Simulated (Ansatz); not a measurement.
**Magnetic states of cobalt, bcc**

These are results of DFT, PBE, plane waves (420 eV) with PAW, scalar-relativistic in Ansatz 0.2.0, not measurements.

Each start was relaxed and then solved on a dense mesh, with Fermi-Dirac smearing of 0.05 eV (0.1 eV in a metal without spin) extrapolated to zero. Rows within 2 meV/atom of each other tie.

Where does each start end, and how do the energies compare? Starts: non-magnetic; ferromagnetic.


| start | ends | ΔE (meV/atom) | V (Å³/atom) |
| --- | --- | --- | --- |
| ferromagnetic | ferromagnetic, net 1.76 μB per atom | 0.0 | 11.11 |
| non-magnetic | spin not included | 354.8 | 10.58 |
